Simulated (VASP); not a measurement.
# Cu (Fm-3m) in VASP: further runs

One crystal, Cu, is run at these levels: PBEsol; tasks: relaxation of cell and atoms.

Program: VASP 6.6.1. These are calculated values, not measurements. Logs are shortened: lines on timing, memory, paths and dates and some standing lists are left out, and cuts for length are marked.

### Step 1. Starting point

The structure is cubic, space group Fm-3m (No. 225). Conventional cell: a = 3.615 Å, b = 3.615 Å, c = 3.615 Å, α = 90.00°, β = 90.00°, γ = 90.00°. Around Cu (site symmetry m-3m) lie 12 Cu at 2.56 Å.

### Step 2. Relaxation of cell and atoms, PBEsol

Contents of INCAR:

```
PREC = Accurate
ENCUT = 520
EDIFF = 1E-7
ISMEAR = 0
SIGMA = 0.1
LREAL = F
LASPH = T
NELM = 80
ALGO = Fast
ISIF = 3
LWAVE = F
LCHARG = F
GGA = PS
IBRION = 2
NSW = 80
EDIFFG = -0.002
```

Contents of KPOINTS:

```
regular mesh
0
Gamma
  20 20 20
```

Contents of POSCAR:

```
Cu
1.0
    0.0000000000      1.8075000000      1.8075000000
    1.8075000000      0.0000000000      1.8075000000
    1.8075000000      1.8075000000      0.0000000000
Cu
1
Direct
    0.0000000000      0.0000000000      0.0000000000
```

Potentials or basis: VASP PAW PBE potentials, release 64 (Cu).

Run with:

```bash
$ cat potpaw_PBE.64/Cu/POTCAR > POTCAR
$ mpirun -np 1 vasp_std > vasp.out
```

OUTCAR:

```text
PREC = Accurate
   ENCUT = 520
   EDIFF = 1E-7
   ISMEAR = 0
   LREAL = F
   LASPH = T
   NELM = 80
   ISIF = 3
   GGA = PS
   IBRION = 2
   NSW = 80
   EDIFFG = -0.002

 ion  position               nearest neighbor table
   1  0.000  0.000  0.000-

  LATTYP: Found a face centered cubic cell.
 ALAT       =     3.6150000000

  Lattice vectors:

 A1 = (   0.0000000000,   1.8075000000,   1.8075000000)
 A2 = (   1.8075000000,   0.0000000000,   1.8075000000)
 A3 = (   1.8075000000,   1.8075000000,   0.0000000000)

Analysis of symmetry for initial positions (statically):
=====================================================================
 Subroutine PRICEL returns:
 Original cell was already a primitive cell.

 Routine SETGRP: Setting up the symmetry group for a
 face centered cubic supercell.

 Subroutine GETGRP returns: Found 48 space group operations
 (whereof 48 operations were pure point group operations)
 out of a pool of 48 trial point group operations.

The static configuration has the point symmetry O_h .

Analysis of symmetry for dynamics (positions and initial velocities):
=====================================================================
 Subroutine PRICEL returns:
 Original cell was already a primitive cell.

 Routine SETGRP: Setting up the symmetry group for a
 face centered cubic supercell.

 Subroutine GETGRP returns: Found 48 space group operations
 (whereof 48 operations were pure point group operations)
 out of a pool of 48 trial point group operations.

The dynamic configuration has the point symmetry O_h .

 Subroutine INISYM returns: Found 48 space group operations
 (whereof 48 operations are pure point group operations),
 and found     1 'primitive' translations

----------------------------------------------------------------------------------------

                                     Primitive cell

  volume of cell :      11.8104

  direct lattice vectors                    reciprocal lattice vectors
     0.000000000  1.807500000  1.807500000    -0.276625173  0.276625173  0.276625173
     1.807500000  0.000000000  1.807500000     0.276625173 -0.276625173  0.276625173
     1.807500000  1.807500000  0.000000000     0.276625173  0.276625173 -0.276625173

  length of vectors
     2.556191014  2.556191014  2.556191014     0.479128854  0.479128854  0.479128854

  position of ions in fractional coordinates (direct lattice)
     0.000000000  0.000000000  0.000000000

  ion indices of the primitive-cell ions
   primitive index   ion index
                 1           1
[... 106 lines left out ...]
 Gauss-broadening in eV      SIGMA  =   0.10
  energy-cutoff  :      520.00
  volume of cell :       11.81
 maximum number of plane-waves:       332
   NGX =  9   NGY =  9   NGZ =  9

--------------------------------------- Ionic step        1  -------------------------------------------

 number of electron      11.0000001 magnetization

 Free energy of the ion-electron system (eV)
  ---------------------------------------------------
  ext. energy  EPLUGINS =         0.00000000
  ---------------------------------------------------
  free energy    TOTEN  =        -4.30193471 eV

  energy without entropy =       -4.30060248  energy(sigma->0) =       -4.30126859

------------------------ aborting loop because EDIFF is reached ----------------------------------------

  FORCE on cell =-STRESS in cart. coord.  units (eV):
  Direction    XX          YY          ZZ          XY          YZ          ZX
  --------------------------------------------------------------------------------------
  -------------------------------------------------------------------------------------
  Total       -0.4174079     -0.4174079     -0.4174079     -0.0000000     -0.0000000      0.0000000
  in kB      -56.6247551    -56.6247551    -56.6247551     -0.0000000     -0.0000000      0.0000000
  external PRESSURE =     -56.6247551 kB  Pullay stress =       0.0000000 kB
[... 86 lines left out ...]
  FREE ENERGIE OF THE ION-ELECTRON SYSTEM (eV)
  ---------------------------------------------------
  free  energy   TOTEN  =        -4.3103181319 eV

  energy  without entropy=       -4.3090257352  energy(sigma->0) =       -4.30967193

[... ionic steps 4 to 10 ...]

--------------------------------------- Ionic step       11  -------------------------------------------

 number of electron      11.0000013 magnetization

------------------------ aborting loop because EDIFF is reached ----------------------------------------
[... 65 lines left out ...]
--------------------------------------- Ionic step       13  -------------------------------------------

 number of electron      11.0000013 magnetization

 Free energy of the ion-electron system (eV)
  ---------------------------------------------------
  ext. energy  EPLUGINS =         0.00000000
  ---------------------------------------------------
  free energy    TOTEN  =        -4.31031790 eV

  energy without entropy =       -4.30902554  energy(sigma->0) =       -4.30967172

 E-fermi :   7.8454     XC(G=0): -13.1318

 val. band max:        7.7917556010   @ k =   0.4500   0.3000   0.0000
 cond. band min:       7.8485207540   @ k =   0.5000   0.2500   0.1000
 fundamental gap:      0.0567651531
 Fermi energy:         7.8453906398

 k-point     1 :       0.0000    0.0000    0.0000
  band No.  band energies     occupation
      1      -1.8032      2.00000
      2       4.7359      2.00000
      3       4.7359      2.00000
      4       4.7359      2.00000
      5       5.6188      2.00000
      6       5.6188      2.00000
      7      30.7683      0.00000
      8      33.6810      0.00000
      9      33.6810      0.00000
[... 265 lines left out ...]
 k-point    24 :      -0.3500    0.0500    0.0000
  band No.  band energies     occupation
      1       2.0983      2.00000
      2       4.7654      2.00000
      3       4.8084      2.00000
      4       4.9145      2.00000
      5       5.9505      2.00000
      6       6.2438      2.00000
      7      15.3636      0.00000
      8      28.0765      0.00000
      9      30.4605      0.00000

 [... further k-points ...]

------------------------ aborting loop because EDIFF is reached ----------------------------------------

  FORCE on cell =-STRESS in cart. coord.  units (eV):
  Direction    XX          YY          ZZ          XY          YZ          ZX
  --------------------------------------------------------------------------------------
  -------------------------------------------------------------------------------------
  Total       -0.0009473     -0.0009473     -0.0009473      0.0000000      0.0000000     -0.0000000
  in kB       -0.1334982     -0.1334982     -0.1334982      0.0000000      0.0000000     -0.0000000
  external PRESSURE =      -0.1334982 kB  Pullay stress =       0.0000000 kB
[... 16 lines left out ...]
  FREE ENERGIE OF THE ION-ELECTRON SYSTEM (eV)
  ---------------------------------------------------
  free  energy   TOTEN  =        -4.3103178972 eV

  energy  without entropy=       -4.3090255363  energy(sigma->0) =       -4.30967172

 reached required accuracy - stopping structural energy minimisation
```

Run time: 82 s. Hardware: 1 thread of Intel Xeon 6975P-C (Granite Rapids), shared host; peak memory 0.16 GiB.

Results:

* Free energy: -4.3103 eV
* Relaxed volume: 11.37 Å³/atom
* Relaxed cell: a = 2.524 Å, b = 2.524 Å, c = 2.524 Å, α = 60.00°, β = 60.00°, γ = 60.00°
* Space group after relaxing (to 0.05 Å): Fm-3m (No. 225)
* Energy gained by relaxing: 8.4 meV/atom
* Ionic steps: 13
* Pressure after relaxing: 0.0 GPa
* Band gap on the k mesh: none (metal or under the smearing width)

The path:
```csv
step,energy change (eV),largest force (eV/Å),pressure (GPa),volume (Å³)
1,0.0000,0.0000,-5.66,11.81
2,-0.0053,0.0000,4.01,11.11
3,-0.0084,0.0000,-0.36,11.36
4,-0.0084,0.0000,0.40,11.34
5,-0.0084,0.0000,0.20,11.35
6,-0.0084,0.0000,-0.17,11.37
7,-0.0084,0.0000,0.24,11.36
8,-0.0084,0.0000,-0.21,11.37
9,-0.0084,0.0000,-0.04,11.37
10,-0.0084,0.0000,0.06,11.37
11,-0.0084,0.0000,-0.03,11.37
12,-0.0084,0.0000,0.05,11.37
13,-0.0084,0.0000,-0.01,11.37
```

Final structure:
```yaml
crystal:
  lattice:
    - [0.00000, 1.78467, 1.78467]
    - [1.78467, 0.00000, 1.78467]
    - [1.78467, 1.78467, 0.00000]
  atoms:
    - { symbol: Cu, position: [0.00000, 0.00000, 0.00000] }
```

Levels at points of the mesh, in eV from the Fermi level:
```tsv
k point	band 2	band 3	band 4	band 5	band 6	band 7	band 8	band 9
(0.00, 0.00, 0.00)	-3.11	-3.11	-3.11	-2.23	-2.23	22.92	25.84	25.84
(0.50, 0.00, 0.00)	-3.14	-3.14	-1.62	-1.62	-1.12	3.97	21.40	22.65
(0.50, 0.50, 0.00)	-4.59	-1.64	-1.48	-1.48	1.46	7.40	13.37	13.37
```

Caveat: the PAW data sets were made with another functional, which shifts forces and pressure a little.

### Step 3. Relaxation of cell and atoms, PBEsol

This run uses another cell than the first one, of 11.37 Å³/atom, 0.963 times its volume.

INCAR is that of step 2.

KPOINTS is that of step 2.

Contents of POSCAR:

```
Cu                                      
1.0
   -0.0000000000      1.7846653859      1.7846653859
    1.7846653859     -0.0000000000      1.7846653859
    1.7846653859      1.7846653859     -0.0000000000
  Cu            
     1
Direct
     1.0000000000000000    0.0000000000000000    1.0000000000000000
```

Potentials or basis: VASP PAW PBE potentials, release 64 (Cu).

Run with:

```bash
$ cat potpaw_PBE.64/Cu/POTCAR > POTCAR
$ mpirun -np 1 vasp_std > vasp.out
```

OUTCAR:

```text
PREC = Accurate
   ENCUT = 520
   EDIFF = 1E-7
   ISMEAR = 0
   LREAL = F
   LASPH = T
   NELM = 80
   ISIF = 3
   GGA = PS
   IBRION = 2
   NSW = 80
   EDIFFG = -0.002

 ion  position               nearest neighbor table
   1  0.000  0.000  0.000-

  LATTYP: Found a face centered cubic cell.
 ALAT       =     3.5693307718

  Lattice vectors:

 A1 = (   0.0000000000,   1.7846653859,   1.7846653859)
 A2 = (   1.7846653859,   0.0000000000,   1.7846653859)
 A3 = (   1.7846653859,   1.7846653859,   0.0000000000)

Analysis of symmetry for initial positions (statically):
=====================================================================
 Subroutine PRICEL returns:
 Original cell was already a primitive cell.

 Routine SETGRP: Setting up the symmetry group for a
 face centered cubic supercell.

 Subroutine GETGRP returns: Found 48 space group operations
 (whereof 48 operations were pure point group operations)
 out of a pool of 48 trial point group operations.

The static configuration has the point symmetry O_h .

Analysis of symmetry for dynamics (positions and initial velocities):
=====================================================================
 Subroutine PRICEL returns:
 Original cell was already a primitive cell.

 Routine SETGRP: Setting up the symmetry group for a
[... 224 lines left out ...]

 number of electron      11.0000013 magnetization

 Free energy of the ion-electron system (eV)
  ---------------------------------------------------
  ext. energy  EPLUGINS =         0.00000000
  ---------------------------------------------------
  free energy    TOTEN  =        -4.31008204 eV

  energy without entropy =       -4.30879007  energy(sigma->0) =       -4.30943606

 E-fermi :   7.8551     XC(G=0): -13.1363

 val. band max:        7.8014905647   @ k =   0.4500   0.3000   0.0000
 cond. band min:       7.8585011272   @ k =   0.5000   0.2500   0.1000
 fundamental gap:      0.0570105625
 Fermi energy:         7.8551255644

 k-point     1 :       0.0000    0.0000    0.0000
  band No.  band energies     occupation
      1      -1.7995      2.00000
      2       4.7432      2.00000
      3       4.7432      2.00000
      4       4.7432      2.00000
      5       5.6271      2.00000
      6       5.6271      2.00000
      7      30.7840      0.00000
      8      33.7024      0.00000
      9      33.7024      0.00000
[... 265 lines left out ...]
 k-point    24 :      -0.3500    0.0500    0.0000
  band No.  band energies     occupation
      1       2.1036      2.00000
      2       4.7727      2.00000
      3       4.8157      2.00000
      4       4.9216      2.00000
      5       5.9591      2.00000
      6       6.2527      2.00000
      7      15.3778      0.00000
      8      28.0947      0.00000
      9      30.5196      0.00000

 [... further k-points ...]

------------------------ aborting loop because EDIFF is reached ----------------------------------------

  FORCE on cell =-STRESS in cart. coord.  units (eV):
  Direction    XX          YY          ZZ          XY          YZ          ZX
  --------------------------------------------------------------------------------------
  -------------------------------------------------------------------------------------
  Total       -0.0017338     -0.0017338     -0.0017338      0.0000000      0.0000000      0.0000000
  in kB       -0.2445372     -0.2445372     -0.2445372      0.0000000      0.0000000      0.0000000
  external PRESSURE =      -0.2445372 kB  Pullay stress =       0.0000000 kB
[... 16 lines left out ...]
  FREE ENERGIE OF THE ION-ELECTRON SYSTEM (eV)
  ---------------------------------------------------
  free  energy   TOTEN  =        -4.3100820396 eV

  energy  without entropy=       -4.3087900724  energy(sigma->0) =       -4.30943606

 reached required accuracy - stopping structural energy minimisation
```

OSZICAR:

```text
N       E                     dE             d eps       ncg     rms          rms(c)
DAV:   1     0.338514425537E+02    0.33851E+02   -0.57468E+03  4873   0.208E+03
DAV:   2    -0.499022461479E+01   -0.38842E+02   -0.36842E+02  4614   0.194E+02
DAV:   3    -0.540425061732E+01   -0.41403E+00   -0.41279E+00  5538   0.291E+01
[... 27 lines left out ...]
RMM:   4    -0.431008423771E+01    0.14870E-04   -0.23772E-05  4637   0.671E-02    0.134E-02
RMM:   5    -0.431008180603E+01    0.24317E-05   -0.94620E-06  4653   0.827E-02    0.211E-03
RMM:   6    -0.431008213157E+01   -0.32554E-06   -0.18112E-06  4504   0.160E-02    0.311E-03
RMM:   7    -0.431008203129E+01    0.10028E-06   -0.50608E-07  4009   0.177E-02    0.997E-05
RMM:   8    -0.431008203959E+01   -0.82998E-08   -0.67084E-08  2967   0.343E-03
   3 F= -.43100820E+01 E0= -.43094361E+01  d E =-.232690E-05
```

CONTCAR:

```text
Cu
   1.00000000000000
     0.0000000000000000    1.7842193523687382    1.7842193523687382
     1.7842193523687382   -0.0000000000000000    1.7842193523687382
     1.7842193523687382    1.7842193523687382   -0.0000000000000000
  Cu
     1
Direct
     0.0000000000000000    0.0000000000000000    0.0000000000000000

  0.00000000E+00  0.00000000E+00  0.00000000E+00
```

Run time: 27 s. Hardware: 1 thread of Intel Xeon 6975P-C (Granite Rapids), shared host; peak memory 0.15 GiB.

What came out:

* Free energy: -4.3101 eV
* Relaxed volume: 11.36 Å³/atom
* Relaxed cell: a = 2.523 Å, b = 2.523 Å, c = 2.523 Å, α = 60.00°, β = 60.00°, γ = 60.00°
* Space group after relaxing (to 0.05 Å): Fm-3m (No. 225)
* Energy gained by relaxing: 0.0 meV/atom
* Ionic steps: 3
* Pressure after relaxing: 0.0 GPa
* Band gap on the k mesh: none (metal or under the smearing width)

Final structure:
```
CELL_PARAMETERS angstrom
0.00000 1.78422 1.78422
1.78422 0.00000 1.78422
1.78422 1.78422 0.00000
ATOMIC_POSITIONS crystal
Cu 0.00000 0.00000 0.00000
```

Levels at points of the mesh, in eV from the Fermi level:
```tsv
k point	band 3	band 4	band 5	band 6	band 7	band 8	band 9
(0.00, 0.00, 0.00)	-3.11	-3.11	-2.23	-2.23	22.93	25.85	25.85
(0.50, 0.00, 0.00)	-3.15	-1.63	-1.63	-1.12	3.97	21.40	22.66
(0.50, 0.50, 0.00)	-1.64	-1.48	-1.48	1.46	7.41	13.37	13.37
```

Caveat: the PAW data sets were made with another functional, which shifts forces and pressure a little.
